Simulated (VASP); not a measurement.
# ZnO (zincite) (P6_3mc) in VASP: settings compared

Aim: see how the results for ZnO (zincite) move with the level of theory and the settings. Levels: PBE, LDA. Tasks: relaxation of cell and atoms.

Everything below comes from runs of VASP 6.6.1. Logs are shortened: lines on timing, memory, paths and dates and some standing lists are left out, and cuts for length are marked.

## Step 1: The structure

Symmetry: P6_3mc, No. 186, hexagonal system. The conventional cell has a = 3.249 Å, b = 3.249 Å, c = 5.206 Å, α = 90.00°, β = 90.00°, γ = 120.00°. Around Zn (site symmetry 3m) lie 4 O at 1.97 to 1.98 Å. Around O (site symmetry 3m) lie 4 Zn at 1.97 to 1.98 Å.

## Step 2: Relaxation of cell and atoms, PBE

INCAR reads:

```
ALGO     = Normal         # electronic algorithm
EDIFF    = 1E-6           # SCF threshold, eV
EDIFFG   = -0.01          # ionic threshold
ENCUT    = 600            # plane-wave cutoff, eV
GGA      = PE             # functional
IBRION   = 2              # ionic algorithm
ISIF     = 3              # what is computed and relaxed
ISMEAR   = 0              # smearing method
LASPH    = T              # aspherical terms in the spheres
LCHARG   = F              # write CHGCAR
LREAL    = F              # projectors in reciprocal space
LWAVE    = F              # write WAVECAR
NELM     = 80             # most SCF steps
NSW      = 90             # ionic steps
PREC     = Accurate       # precision mode
SIGMA    = 0.03           # smearing width, eV
```

KPOINTS reads:

```
k-points
0
Gamma
  9 9 5
```

POSCAR reads:

```
ZnO
1.0
    3.2493080000      0.0000000000      0.0000000000
   -1.6246540000      2.8139832727      0.0000000000
    0.0000000000      0.0000000000      5.2057090000
Zn O
2 2
Direct
    0.3333333333      0.6666666667      0.5000000000
    0.6666666667      0.3333333333      0.0000000000
    0.6666666667      0.3333333333      0.3790100000
    0.3333333333      0.6666666667      0.8790100000
```

Potentials or basis: VASP PAW PBE potentials, release 64 (Zn, O).

Command:

```console
> cat potpaw_PBE.64/Zn/POTCAR potpaw_PBE.64/O/POTCAR > POTCAR
> mpirun -np 1 vasp_std > vasp.out
```

OUTCAR:

```text
EDIFF = 1E-6
   EDIFFG = -0.01
   ENCUT = 600
   GGA = PE
   IBRION = 2
   ISIF = 3
   ISMEAR = 0
   LASPH = T
   LREAL = F
   NELM = 80
   NSW = 90
   PREC = Accurate

 ion  position               nearest neighbor table
   1  0.333  0.667  0.500-   4 1.97   3 1.98   3 1.98   3 1.98
   2  0.667  0.333  0.000-   3 1.97   4 1.98   4 1.98   4 1.98
   3  0.667  0.333  0.379-   2 1.97   1 1.98   1 1.98   1 1.98
   4  0.333  0.667  0.879-   1 1.97   2 1.98   2 1.98   2 1.98

  LATTYP: Found a hexagonal cell.
 ALAT       =     3.2493080000
 C/A-ratio  =     1.6020977390

  Lattice vectors:

 A1 = (   3.2493080000,   0.0000000000,   0.0000000000)
 A2 = (  -1.6246540000,   2.8139832727,   0.0000000000)
 A3 = (   0.0000000000,   0.0000000000,   5.2057090000)

Analysis of symmetry for initial positions (statically):
=====================================================================
 Subroutine PRICEL returns:
 Original cell was already a primitive cell.

 Routine SETGRP: Setting up the symmetry group for a
 hexagonal supercell.

 Subroutine GETGRP returns: Found 12 space group operations
 (whereof  6 operations were pure point group operations)
 out of a pool of 24 trial point group operations.

The static configuration has the point symmetry C_3v.
 The point group associated with its full space group is C_6v.

Analysis of symmetry for dynamics (positions and initial velocities):
=====================================================================
 Subroutine PRICEL returns:
 Original cell was already a primitive cell.

 Routine SETGRP: Setting up the symmetry group for a
 hexagonal supercell.

 Subroutine GETGRP returns: Found 12 space group operations
 (whereof  6 operations were pure point group operations)
 out of a pool of 24 trial point group operations.

The dynamic configuration has the point symmetry C_3v.
 The point group associated with its full space group is C_6v.

 Subroutine INISYM returns: Found 12 space group operations
 (whereof  6 operations are pure point group operations),
 and found     1 'primitive' translations

----------------------------------------------------------------------------------------

                                     Primitive cell

  volume of cell :      47.5984

  direct lattice vectors                    reciprocal lattice vectors
     3.249308000  0.000000000  0.000000000     0.307757836  0.177684070  0.000000000
    -1.624654000  2.813983273  0.000000000     0.000000000  0.355368139  0.000000000
     0.000000000  0.000000000  5.205709000     0.000000000  0.000000000  0.192096792

  length of vectors
     3.249308000  3.249308000  5.205709000     0.355368139  0.355368139  0.192096792

  position of ions in fractional coordinates (direct lattice)
     0.333333333  0.666666667  0.500000000
     0.666666667  0.333333333  0.000000000
     0.666666667  0.333333333  0.379010000
     0.333333333  0.666666667  0.879010000

  ion indices of the primitive-cell ions
   primitive index   ion index
                 1           1
                 2           2
                 3           3
                 4           4

----------------------------------------------------------------------------------------

 KPOINTS: k-points

Automatic generation of k-mesh.
 Grid dimensions read from file:
 generate k-points for:    9    9    5

 Generating k-lattice:

  Cartesian coordinates                     Fractional coordinates (reciprocal lattice)
     0.034195315  0.019742674  0.000000000     0.111111111  0.000000000  0.000000000
     0.000000000  0.039485349  0.000000000     0.000000000  0.111111111  0.000000000
     0.000000000  0.000000000  0.038419358     0.000000000  0.000000000  0.200000000

  Length of vectors
     0.039485349  0.039485349  0.038419358

  Shift w.r.t. Gamma in fractional coordinates (k-lattice)
     0.000000000  0.000000000  0.000000000

 Subroutine IBZKPT returns following result:
 ===========================================

 Found     36 irreducible k-points:

 Following reciprocal coordinates:
            Coordinates               Weight
  0.000000  0.000000  0.000000      1.000000
  0.111111  0.000000  0.000000      6.000000
  0.222222  0.000000  0.000000      6.000000
  0.333333  0.000000  0.000000      6.000000
  0.444444  0.000000  0.000000      6.000000
  0.111111  0.111111  0.000000      6.000000
[... 16 lines left out ...]
  0.333333  0.222222  0.200000     24.000000
  0.333333  0.333333  0.200000      4.000000
 [... further k-points ...]
   k-points           NKPTS =     36   k-points in BZ     NKDIM =     36   number of bands    NBANDS=     22
   number of dos      NEDOS =    301   number of ions     NIONS =      4
   total plane-waves  NPLWV =  32928
   dimension x,y,z NGX =    28 NGY =   28 NGZ =   42
   dimension x,y,z NGXF=    56 NGYF=   56 NGZF=   84
   ions per type =               2   2
   NGX,Y,Z   is equivalent  to a cutoff of  14.33, 14.33, 13.41 a.u.
   NGXF,Y,Z  is equivalent  to a cutoff of  28.65, 28.65, 26.83 a.u.
 SYSTEM =  unknown system
   PREC   = accura    normal or accurate (medium, high low for compatibility)
   ISTART =      0    job   : 0-new  1-cont  2-samecut
   ICHARG =      2    charge: 1-file 2-atom 10-const
   ISPIN  =      1    spin polarized calculation?
   LNONCOLLINEAR =      F non collinear calculations
   LSORBIT =      F    spin-orbit coupling
   LASPH  =      T    aspherical Exc in radial PAW
   ENCUT  =  600.0 eV  44.10 Ry    6.64 a.u.   6.49  6.49 10.40*2*pi/ulx,y,z
   NELM   =     80;   NELMIN=  2; NELMDL= -5     # of ELM steps
   EDIFF  = 0.1E-05   stopping-criterion for ELM
   LREAL  =      F    real-space projection
   EDIFFG = -.1E-01   stopping-criterion for IOM
   NSW    =     90    number of steps for IOM
   IBRION =      2    ionic relax: 0-MD 1-quasi-New 2-CG
   NFREE  =      1    steps in history (QN), initial steepest desc. (CG)
   ISIF   =      3    stress and relaxation
   ISYM   =      2    0-nonsym 1-usesym 2-fastsym
   POTIM  = 0.5000    time-step for ionic-motion
   TEBEG  =    0.0;   TEEND  =   0.0 temperature during run
   PSTRESS=    0.0 pullay stress
   NELECT =      36.0000    total number of electrons
   NUPDOWN=      -1.0000    fix difference up-down
   EMIN   =  10.00;   EMAX   =-10.00  energy-range for DOS
   EFERMI =   0.00;   METHOD = LEGACY
   ISMEAR =     0;   SIGMA  =   0.03  broadening in eV -4-tet -1-fermi 0-gaus
   EFERMI_NEDOS =   21; number of points for ismear=-14 and -15
   IALGO  =     38    algorithm
   IMIX   =      4    mixing-type and parameters
     AMIX     =   0.40;   BMIX     =  1.00
     AMIX_MAG =   1.60;   BMIX_MAG =  1.00
  volume/ion in A,a.u.               =      11.90        80.30
  Fermi-wavevector in a.u.,A,eV,Ry     =   1.491574  2.818667 30.270160  2.224794
  Thomas-Fermi vector in A             =   2.604212
   LORBIT       =      0    0 simple, 1 ext, 2 COOP (PROOUT), +10 PAW based schemes
   GGA     = PE    functional components
   LHFCALC =     F    Hartree Fock is set to
   AEXX    =    0.0000 exact exchange contribution
   IVDW    =     0    specifies the selected vdW correction
   LEPSILON=     F    determine dielectric tensor
   LRPA    =     F    only Hartree local field effects (RPA)
 conjugate gradient relaxation of ions
 non-spin polarized calculation
 Gauss-broadening in eV      SIGMA  =   0.03
  energy-cutoff  :      600.00
  volume of cell :       47.60
 maximum number of plane-waves:      1605
 NGX is ok and might be reduce to    28
   NGX = 13   NGY = 13   NGZ = 21

--------------------------------------- Ionic step        1  -------------------------------------------

 number of electron      36.0000008 magnetization

 Free energy of the ion-electron system (eV)
  ---------------------------------------------------
  ext. energy  EPLUGINS =         0.00000000
  ---------------------------------------------------
  free energy    TOTEN  =       -17.82623968 eV

  energy without entropy =      -17.82623968  energy(sigma->0) =      -17.82623968

------------------------ aborting loop because EDIFF is reached ----------------------------------------

  FORCE on cell =-STRESS in cart. coord.  units (eV):
  Direction    XX          YY          ZZ          XY          YZ          ZX
  --------------------------------------------------------------------------------------
  -------------------------------------------------------------------------------------
  Total        1.5587828      1.5587828      2.0807920      0.0000000     -0.0000000      0.0000000
  in kB       52.4691339     52.4691339     70.0401343      0.0000000     -0.0000000      0.0000000
  external PRESSURE =      58.3261340 kB  Pullay stress =       0.0000000 kB
[... 95 lines left out ...]
  FREE ENERGIE OF THE ION-ELECTRON SYSTEM (eV)
  ---------------------------------------------------
  free  energy   TOTEN  =       -17.8619021648 eV

  energy  without entropy=      -17.8619021648  energy(sigma->0) =      -17.86190216

[... ionic steps 4 to 11 ...]

--------------------------------------- Ionic step       12  -------------------------------------------

 number of electron      36.0000014 magnetization

------------------------ aborting loop because EDIFF is reached ----------------------------------------

  FORCE on cell =-STRESS in cart. coord.  units (eV):
  Direction    XX          YY          ZZ          XY          YZ          ZX
  --------------------------------------------------------------------------------------
  -------------------------------------------------------------------------------------
  Total        0.0412335      0.0412335      0.0329340      0.0000000      0.0000000     -0.0000000
  in kB        1.3330391      1.3330391      1.0647259      0.0000000      0.0000000     -0.0000000
  external PRESSURE =       1.2436014 kB  Pullay stress =       0.0000000 kB
[... 61 lines left out ...]
  energy  without entropy=      -17.8619918308  energy(sigma->0) =      -17.86199183

--------------------------------------- Ionic step       14  -------------------------------------------

 number of electron      36.0000014 magnetization

 Free energy of the ion-electron system (eV)
  ---------------------------------------------------
  ext. energy  EPLUGINS =         0.00000000
  ---------------------------------------------------
  free energy    TOTEN  =       -17.86201493 eV

  energy without entropy =      -17.86201493  energy(sigma->0) =      -17.86201493

 E-fermi :   1.0008     XC(G=0): -10.6967

 val. band max:        0.8466082974   @ k =   0.0000   0.0000   0.0000
 cond. band min:       1.5681308667   @ k =   0.0000   0.0000   0.0000
 fundamental gap:      0.7215225693
 Fermi energy:         1.0008164105

 k-point     1 :       0.0000    0.0000    0.0000
  band No.  band energies     occupation
      1     -16.9296      2.00000
      2     -16.2693      2.00000
      3      -4.6669      2.00000
      4      -4.6669      2.00000
      5      -4.6244      2.00000
      6      -4.4914      2.00000
[... 574 lines left out ...]
      6      -4.0961      2.00000
[... 14 lines left out ...]
     21       8.5855      0.00000
     22       8.8913      0.00000

 [... further k-points ...]

------------------------ aborting loop because EDIFF is reached ----------------------------------------

  FORCE on cell =-STRESS in cart. coord.  units (eV):
  Direction    XX          YY          ZZ          XY          YZ          ZX
  --------------------------------------------------------------------------------------
  -------------------------------------------------------------------------------------
  Total        0.0130907      0.0130907      0.0292771      0.0000000      0.0000000      0.0000000
  in kB        0.4231073      0.4231073      0.9462751      0.0000000      0.0000000      0.0000000
  external PRESSURE =       0.5974966 kB  Pullay stress =       0.0000000 kB
[... 19 lines left out ...]
  FREE ENERGIE OF THE ION-ELECTRON SYSTEM (eV)
  ---------------------------------------------------
  free  energy   TOTEN  =       -17.8620149279 eV

  energy  without entropy=      -17.8620149279  energy(sigma->0) =      -17.86201493

 reached required accuracy - stopping structural energy minimisation
```

It took 3.4 min on 1 thread of Intel Xeon 6975P-C (Granite Rapids), shared host; peak memory 0.18 GiB.

What came out:

```
Free energy                            : -17.8620 eV
Relaxed volume                         : 12.39 Å³/atom
Relaxed cell                           : a = 3.286 Å, b = 3.286 Å, c = 5.300 Å, α = 90.00°, β = 90.00°, γ = 120.00°
Space group after relaxing (to 0.05 Å) : P6_3mc (No. 186)
Energy gained by relaxing              : 8.9 meV/atom
Ionic steps                            : 14
Pressure after relaxing                : 0.1 GPa
Band gap on the k mesh                 : 0.72 eV, direct
```

Forces on the atoms (eV/Å):
```
Zn   0.000  0.000  0.003
Zn   0.000  0.000  0.003
O    0.000  0.000 -0.003
O    0.000  0.000 -0.003
```

Step by step:
```tsv
step	energy change (eV)	largest force (eV/Å)	pressure (GPa)	volume (Å³)
1	0.0000	0.0741	5.83	47.60
2	-0.0270	0.0268	-2.61	50.64
3	-0.0357	0.0011	-0.01	49.59
4	-0.0357	0.0022	-0.06	49.63
5	-0.0357	0.0108	-0.01	49.62
6	-0.0357	0.0152	-0.10	49.62
7	-0.0358	0.0116	-0.01	49.57
8	-0.0357	0.0100	0.08	49.54
9	-0.0357	0.0103	0.14	49.54
10	-0.0358	0.0109	0.11	49.56
11	-0.0358	0.0125	0.00	49.56
12	-0.0358	0.0103	0.12	49.56
13	-0.0358	0.0121	0.06	49.56
14	-0.0358	0.0025	0.06	49.57
```

Final structure:
```yaml
crystal:
  lattice:
    - [3.28636, 0.00000, 0.00000]
    - [-1.64318, 2.84607, 0.00000]
    - [0.00000, 0.00000, 5.29982]
  atoms:
    - { symbol: Zn, position: [0.33333, 0.66667, 0.49982] }
    - { symbol: Zn, position: [0.66667, 0.33333, 0.99982] }
    - { symbol: O, position: [0.66667, 0.33333, 0.37919] }
    - { symbol: O, position: [0.33333, 0.66667, 0.87919] }
```

[end of part 1 of 2]
